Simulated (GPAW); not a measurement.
## How the form of the self-energy moves the gap of BaS (Fm-3m)

Wanted: the gap of BaS (Fm-3m) under several approximations, with cost.

Calculated with GPAW 26.7.0; PBE and many-body steps on it, plane waves.

### 1. The structure

The structure is cubic, space group Fm-3m (No. 225). Conventional cell: a = 6.387 Å, b = 6.387 Å, c = 6.387 Å, α = 90.00°, β = 90.00°, γ = 90.00°. Nearest to Ba lie 6 S at 3.19 Å. Nearest to S lie 6 Ba at 3.19 Å. Farther neighbours and most contacts between anions are not listed.

Structure file:

```xyz
2
Lattice="0.0000 3.1938 3.1937 3.1937 0.0000 3.1937 3.1937 3.1938 0.0000" Properties=species:S:1:pos:R:3 pbc="T T T"
Ba    0.0000    0.0000    0.0000
S     3.1937    3.1937    3.1937
```

The cell and positions come from the Crystallography Open Database and are kept as given unless a step says otherwise. Spin-orbit coupling is left out unless a step names it.

### 2. Empty states on the mesh, 4×4×4 mesh, 281 bands

This step: GPAW 26.7.0; DFT, PBE, plane waves, PAW.

The sums over transitions need many empty states on a uniform mesh; this step solves for them.

Input file run.py:

```python
import json
import numpy as np
from gpaw.mpi import world
from gpaw import GPAW

calc = GPAW('gs.gpw').fixed_density(kpts={'size': (4, 4, 4), 'gamma': True},
    parallel={'domain': 1, 'band': 1},
    txt='nscf.txt')
calc.diagonalize_full_hamiltonian(nbands=281)
calc.write('full.gpw', mode='all')
res = {}
kpts = calc.get_ibz_k_points()
res['kpts'] = kpts
res['eigenvalues'] = [calc.get_eigenvalues(kpt=k) for k in range(len(kpts))]
res['n_electrons'] = calc.get_number_of_electrons()

if world.rank == 0:
    with open('result.json', 'w') as f:
        json.dump(res, f, default=lambda x: x.tolist())
```

Run with:

```sh
$ mpirun -n 4 gpaw python run.py
```

Numbers of over 12 decimals in the logs are rounded to 6 here.

What it wrote:

```text
Diagonalizing LCAO Hamiltonian
Converting LCAO to pw mode
convergence criteria:
- Maximum integral of absolute [eigenst]ate change: 4e-08 eV^2 / valence electron
maximum number of iterations: 100

SCF iterations
|iter     |     time |      energy | eigst |  dens |
|iter:   1|  |             | +1.71 |       |
|iter:   2|  |             | +0.53 |       |
|iter:   3|  |             | -0.19 |       |
[...]
|iter:  11|  |             | -6.39 |       |
|iter:  12|  |             | -7.06 |       |
|iter:  13|  |             | -7.68c|       |
SCF steps: 13
  __  _  _
 | _ |_)|_||  |
 |__||  | ||/\| - 26.7.0

Input parameters:
  mode=PW(ecut=450.000000),
  convergence={'density': 1e-06, 'bands': -3},
  gpts=array([24, 24, 24]),
  kpts=MonkhorstPack(size=(4, 4, 4), gamma=True),
  maxiter=100,
  nbands=15,
  occupations=Occupations(name='fermi-dirac', width=0.001, fixmagmom=False),
  parallel={'domain': 1, 'band': 1},
  xc=XC(name='PBE')
Matrix size: 1411x1411
# Writing to full.gpw (mode='all')
  [... matrices ...]

timing:  # [seconds]
  Total: 4.384  # ━━━━━━━━━━━━━━━━━━━━━━━━━━━━━━━━━━━━━━━━━━━━━━━━━━━━━━━━━━━
```

Wall time 9.6 s (4 MPI ranks of Intel Xeon Platinum 8375C at 2.90GHz (Ice Lake), shared host); peak memory 1.3 GiB; 37 s of CPU time.

Numbers from this step:

* gap: 2.132 eV
* k of the valence top: 0, 0, 0
* k of the conduction bottom: 0.5, 0.5, 0
* least direct gap: 2.262 eV
* k points computed: 8
* lowest point of the top converged band, above the valence top: 140.0624 eV

On this mesh the gap is 2.132 eV.

### 3. G0W0, Godby-Needs plasmon pole

G0W0 replaces the xc potential by the self-energy, built once from these orbitals. Only a window of levels is corrected, while the sums run over the empty bands that the input names.

This step: G0W0 on PBE, plane waves, PAW.

Input file run.py:

```python
import json
import numpy as np
from gpaw.mpi import world
from gpaw.response.g0w0 import G0W0

gw = G0W0('full.gpw',
    filename='gw',
    kpts=[0, 5],
    bands=(6, 10),
    ecut=150,
    nbands=271,
    integrate_gamma='WS',
    ppa=True)
gw.calculate()
res = {mode: {k: v for k, v in r.items() if k != 'sigma_eskwn'}
       for mode, r in gw.all_results.items()}

if world.rank == 0:
    with open('result.json', 'w') as f:
        json.dump(res, f, default=lambda x: x.tolist())
```

Run with:

```sh
$ mpirun -n 4 gpaw python run.py
```

What it wrote:

```text
Using integrator: PointIntegrator
FrequencyGridDescriptor(from 0.000+0.000j to 0.000+27.211j eV, 2 points)
Nonperiodic BCs:  [False False False]
Using integrator: PointIntegrator
FrequencyGridDescriptor(from 0.000+0.000j to 0.000+27.211j eV, 2 points)
Nonperiodic BCs:  [False False False]
  ___  _ _ _
 |   || | | |
 | | || | | |
 |__ ||_____|
 |___|

BZ k-points: Symmetries present (total): 48

  [... matrices ...]
64 k-points: 4 x 4 x 4 Monkhorst-Pack grid + [1/8,1/8,1/8]
8 k-points in the irreducible part of the Brillouin zone
       k-points in crystal coordinates                weights
   0:     0.00000000    0.00000000    0.00000000          1/64
   1:     0.25000000    0.25000000    0.00000000          6/64
   2:     0.25000000    0.25000000    0.25000000          8/64
   3:     0.50000000    0.25000000   -0.25000000          6/64
   4:     0.50000000    0.25000000    0.25000000         12/64
   5:     0.50000000    0.50000000    0.00000000          3/64
   6:     0.50000000    0.50000000    0.25000000         24/64
   7:     0.50000000    0.50000000    0.50000000          4/64

Distributing spins, k-points and bands (1 x 2 x 4) over 4 processes
Number of blocks: 1

Quasi particle states:
k-points (IBZ indices): [0, 5]
Band range: (6, 10)
  [... matrices ...]
Computational parameters:
Plane wave cut-off: 150 eV
Number of bands: 271
Coulomb cutoff: None
Broadening: 0.1 eV

fxc modes: GW
Kernel: RPA
Using Godby-Needs plasmon-pole approximation:
  Fitting energy: i*E0, E0 = 1.000 Hartree
Summing all q:

Calculating screened Coulomb potential
No Coulomb truncation
FrequencyGridDescriptor(from 0.000+0.000j to 0.000+27.211j eV, 2 points)
Removing empty qpoint cache files...

Calculating chi0 body with:
    Ground state adapter containing:
    Number of spins: 1
    Number of kpoints: 64
    Number of irreducible kpoints: 8
    Number of completely occupied states: 8
    Number of partially occupied states: 8
    Occupied states memory: 1.6875 M / cpu

    Linear response parametrization:
    q_c: [0.0, 0.0, 0.0]
    Number of frequency points: 2
    Planewave cutoff: 150.0
    Number of bands: 271
    Number of planewaves: 283
    Broadening (eta): 1e-06
    comm.size: 4
    kncomm.size: 4
    blockcomm.size: 1

    Memory estimate of potentially large arrays:
        chi0_wGG: 2.444122 M / cpu
Integrating chi0 body.

Symmetries of q_c:
    Direct symmetries (Uq -> q): 48
    Indirect symmetries (TUq -> q): 0
In total 48 allowed symmetries.

  [... matrices ...]
8 groups of equivalent kpoints. 87.5% reduction.

Integral kind: response function
Integrating chi0 head and wings.

Symmetries of q_c:
    Direct symmetries (Uq -> q): 48
    Indirect symmetries (TUq -> q): 0
In total 48 allowed symmetries.

  [... matrices ...]
8 groups of equivalent kpoints. 87.5% reduction.

Integral kind: response function wings

Calculating chi0 body with:
    Ground state adapter containing:
    Number of spins: 1
    Number of kpoints: 64
    Number of irreducible kpoints: 8
    Number of completely occupied states: 8
    Number of partially occupied states: 8
    Occupied states memory: 1.6875 M / cpu

    Linear response parametrization:
[... the further q-points ...]

Results:
f:      Occupation numbers
eps:     KS-eigenvalues [eV]
vxc:     KS vxc [eV]
exx:     Exact exchange [eV]
sigma:   Self-energies [eV]
dsigma:  Self-energy derivatives
Z:       Renormalization factors
qp:      QP-energies [eV]

k-point 0 (0): (0.000, 0.000, 0.000)                GW
band       f     eps     vxc     exx   sigma  dsigma       Z      qp
                                                                   GW
   6   1.000   4.862 -14.538 -17.551   1.650  -0.277   0.783   3.795
   7   1.000   4.862 -14.538 -17.551   1.650  -0.277   0.783   3.795
   8   0.000   8.483  -9.616  -5.634  -3.773  -0.205   0.830   8.657
   9   0.000   8.753  -9.953  -5.440  -3.905  -0.205   0.830   9.257

k-point 1 (5): (0.500, 0.500, 0.000)                GW
band       f     eps     vxc     exx   sigma  dsigma       Z      qp
                                                                   GW
   6   1.000   4.732 -14.595 -17.680   1.699  -0.275   0.784   3.644
   7   1.000   4.732 -14.595 -17.680   1.699  -0.275   0.784   3.644
   8   0.000   6.994  -8.659  -4.825  -3.530  -0.201   0.833   7.247
   9   0.000  10.812 -12.593  -7.512  -4.069  -0.214   0.824  11.645
```

The job ended after 2.2 min (4 MPI ranks; peak memory 1.4 GiB).

Numbers from this step:

| Quantity | Value |
| --- | --- |
| G0W0 gap on the points computed | 3.452 eV |
| least direct G0W0 gap on the computed points | 3.603 eV |
| Z at the valence top | 0.7832 |
| Z at the conduction bottom | 0.8326 |
| starting gap on the mesh | 2.132 eV |
| k of the valence top | 0, 0, 0 |
| k of the conduction bottom | 0.5, 0.5, 0 |

The gap on the mesh goes from 2.13 eV to 3.45 eV, a correction of +1.32 eV.

### 4. G0W0, full frequency, Hilbert transform

Changes to run.py since step 3:

```diff
@@ -12,3 +12,5 @@
     integrate_gamma='WS',
-    ppa=True)
+    frequencies={'type': 'nonlinear', 'domega0': 0.1, 'omega2': 15.0},
+    eta=0.1,
+    nblocksmax=True)
 gw.calculate()
```

Run with:

```sh
$ mpirun -n 4 gpaw python run.py
```

What it wrote:

```text
Using integrator: PointIntegrator
NonLinearFrequencyDescriptor(from 0.000 to 168.271 eV, 299 points)
Nonperiodic BCs:  [False False False]
Using integrator: PointIntegrator
NonLinearFrequencyDescriptor(from 0.000 to 168.271 eV, 299 points)
Nonperiodic BCs:  [False False False]
  ___  _ _ _
 |   || | | |
 | | || | | |
 |__ ||_____|
 |___|

BZ k-points: Symmetries present (total): 48

  [... matrices ...]
64 k-points: 4 x 4 x 4 Monkhorst-Pack grid + [1/8,1/8,1/8]
8 k-points in the irreducible part of the Brillouin zone
       k-points in crystal coordinates                weights
   0:     0.00000000    0.00000000    0.00000000          1/64
   1:     0.25000000    0.25000000    0.00000000          6/64
   2:     0.25000000    0.25000000    0.25000000          8/64
[...]
6:     0.50000000    0.50000000    0.25000000         24/64
   7:     0.50000000    0.50000000    0.50000000          4/64

Distributing spins, k-points and bands (1 x 2 x 4) over 1 process
Number of blocks: 4

Quasi particle states:
k-points (IBZ indices): [0, 5]
Band range: (6, 10)
  [... matrices ...]
Computational parameters:
Plane wave cut-off: 150 eV
Number of bands: 271
Coulomb cutoff: None
Broadening: 0.1 eV

fxc modes: GW
Kernel: RPA
Using full-frequency real axis integration
Summing all q:

Calculating screened Coulomb potential
No Coulomb truncation
NonLinearFrequencyDescriptor(from 0.000 to 168.271 eV, 299 points)
Removing empty qpoint cache files...

Calculating chi0 body with:
    Ground state adapter containing:
    Number of spins: 1
    Number of kpoints: 64
    Number of irreducible kpoints: 8
    Number of completely occupied states: 8
    Number of partially occupied states: 8
    Occupied states memory: 1.6875 M / cpu

    Linear response parametrization:
[...]
Number of frequency points: 299
    Planewave cutoff: 150.0
    Number of bands: 271
    Number of planewaves: 283
    Broadening (eta): 0.1
    comm.size: 4
    kncomm.size: 1
    blockcomm.size: 4

    Memory estimate of potentially large arrays:
        chi0_wGG: 91.349072 M / cpu
Integrating chi0 body.

Symmetries of q_c:
    Direct symmetries (Uq -> q): 48
    Indirect symmetries (TUq -> q): 0
In total 48 allowed symmetries.

  [... matrices ...]
8 groups of equivalent kpoints. 87.5% reduction.

Integral kind: spectral function
Integrating chi0 head and wings.

Symmetries of q_c:
    Direct symmetries (Uq -> q): 48
    Indirect symmetries (TUq -> q): 0
In total 48 allowed symmetries.

  [... matrices ...]
8 groups of equivalent kpoints. 87.5% reduction.

Integral kind: spectral function wings

Calculating chi0 body with:
    Ground state adapter containing:
    Number of spins: 1
    Number of kpoints: 64
    Number of irreducible kpoints: 8
    Number of completely occupied states: 8
    Number of partially occupied states: 8
    Occupied states memory: 1.6875 M / cpu

    Linear response parametrization:
[... the further q-points ...]

Results:
f:      Occupation numbers
eps:     KS-eigenvalues [eV]
vxc:     KS vxc [eV]
exx:     Exact exchange [eV]
sigma:   Self-energies [eV]
dsigma:  Self-energy derivatives
Z:       Renormalization factors
qp:      QP-energies [eV]

k-point 0 (0): (0.000, 0.000, 0.000)                GW
band       f     eps     vxc     exx   sigma  dsigma       Z      qp
                                                                   GW
   6   1.000   4.862 -14.538 -17.551   1.663  -0.287   0.777   3.813
   7   1.000   4.862 -14.538 -17.551   1.663  -0.287   0.777   3.813
   8   0.000   8.483  -9.616  -5.634  -3.727  -0.254   0.797   8.687
[...]
k-point 1 (5): (0.500, 0.500, 0.000)                GW
band       f     eps     vxc     exx   sigma  dsigma       Z      qp
                                                                   GW
[...]
8   0.000   6.994  -8.659  -4.825  -3.479  -0.229   0.813   7.282
   9   0.000  10.812 -12.593  -7.512  -4.079  -0.260   0.794  11.607
```

Elapsed: 4.4 min, on 4 MPI ranks; peak memory 2.7 GiB.

This step gave:

* G0W0 gap on the points computed: 3.470 eV
* least direct G0W0 gap on the computed points: 3.597 eV
* Z at the valence top: 0.7771
* Z at the conduction bottom: 0.8134
* starting gap on the mesh: 2.132 eV
* k of the valence top: 0, 0, 0
* k of the conduction bottom: 0.5, 0.5, 0

Against G0W0 in GPAW (4×4×4 mesh, 271 bands, screening to 150 eV, Godby-Needs plasmon pole), the gap moves by +0.017 eV.

### 5. G0W0, multipole

Changes to run.py since step 4:

```diff
@@ -12,5 +12,3 @@
     integrate_gamma='WS',
-    frequencies={'type': 'nonlinear', 'domega0': 0.1, 'omega2': 15.0},
-    eta=0.1,
-    nblocksmax=True)
+    mpa={'npoles': 4, 'wrange': [0, 40], 'varpi': 20.0, 'eta0': 0.01, 'eta_rest': 1.0, 'alpha': 1})
 gw.calculate()
```

Run with:

```sh
$ mpirun -n 4 gpaw python run.py
```

What it wrote:

```text
Using integrator: PointIntegrator
FrequencyGridDescriptor(from 0.000+0.010j to 40.000+20.000j eV, 8 points)
Nonperiodic BCs:  [False False False]
Using integrator: PointIntegrator
FrequencyGridDescriptor(from 0.000+0.010j to 40.000+20.000j eV, 8 points)
Nonperiodic BCs:  [False False False]
  ___  _ _ _
 |   || | | |
 | | || | | |
 |__ ||_____|
 |___|

BZ k-points: Symmetries present (total): 48

  [... matrices ...]
64 k-points: 4 x 4 x 4 Monkhorst-Pack grid + [1/8,1/8,1/8]
8 k-points in the irreducible part of the Brillouin zone
[...]
GW
   6   1.000   4.862 -14.538 -17.551   1.675  -0.318   0.759   3.847
   7   1.000   4.862 -14.538 -17.551   1.675  -0.318   0.759   3.847
   8   0.000   8.483  -9.616  -5.634  -3.707  -0.230   0.813   8.707
[...]
k-point 1 (5): (0.500, 0.500, 0.000)                GW
band       f     eps     vxc     exx   sigma  dsigma       Z      qp
                                                                   GW
[...]
8   0.000   6.994  -8.659  -4.825  -3.458  -0.226   0.815   7.300
   9   0.000  10.812 -12.593  -7.512  -4.047  -0.250   0.800  11.639
```

Run time: 5.4 min. Hardware: 4 MPI ranks; peak memory 1.8 GiB; 21 min of CPU time.

This step gave:

```yaml
g0w0_gap_on_the_points_computed: 3.453 eV
least_direct_g0w0_gap_on_the_computed_points: 3.601 eV
starting_gap_on_the_mesh: 2.132 eV
k_of_the_valence_top: 0, 0, 0
k_of_the_conduction_bottom: 0.5, 0.5, 0
```

Against G0W0 in GPAW (4×4×4 mesh, 271 bands, screening to 150 eV, Godby-Needs plasmon pole), the gap moves by +0.001 eV.

### 6. Side by side

Times are wall times on 4 MPI ranks of Intel Xeon Platinum 8375C at 2.90GHz (Ice Lake), shared host, good to a factor of about two.

```tsv
run	mesh	bands	screening cutoff (eV)	DFT gap (eV)	gap on the mesh (eV)	direct (eV)	time
G0W0, Godby-Needs plasmon pole	4×4×4	271	150	2.132	3.452	3.603	2.2 min
G0W0, full frequency, Hilbert transform	4×4×4	271	150	2.132	3.470	3.597	4.4 min
G0W0, multipole	4×4×4	271	150	2.132	3.453	3.601	5.4 min
```

### 7. Outcome

```json
{"G0W0, Godby-Needs plasmon pole": "3.452 eV", "G0W0, full frequency, Hilbert transform": "3.470 eV", "G0W0, multipole": "3.453 eV", "known limits": "not at the basis limit; no spin-orbit coupling"}
```

**Reading.** G0W0, full frequency, Hilbert transform: +0.017 eV against G0W0, Godby-Needs plasmon pole. G0W0, multipole: no change against G0W0, Godby-Needs plasmon pole. Bands and cutoff are finite, so the gap is not at the basis limit. The miss can reach some tenths of an eV and take either sign; the mesh is an error of its own. These stock PAW sets were not made for GW. In the G0W0 runs levels were corrected at 2 k points alone, so a gap called «on the mesh» is the least over those, and an edge elsewhere would be missed. The many-body steps are scalar-relativistic: spin-orbit coupling is not in them.

[Paths, hosts, dates, memory and timing lines, banners, echoed tables and standing remarks are left out of the program output.]

[Logs are printed without paths, hosts, clocks, repeated set-up lines and the standing remarks that a program may print on its own settings, such as how far it seeks lower states.]

[Runs of the session that timed out or met a known fault of the program may be left out.]

[Hosts, paths, dates, database ids (printed as entryN), source tags and the programs' standing remarks are cut or masked in the printed files.]
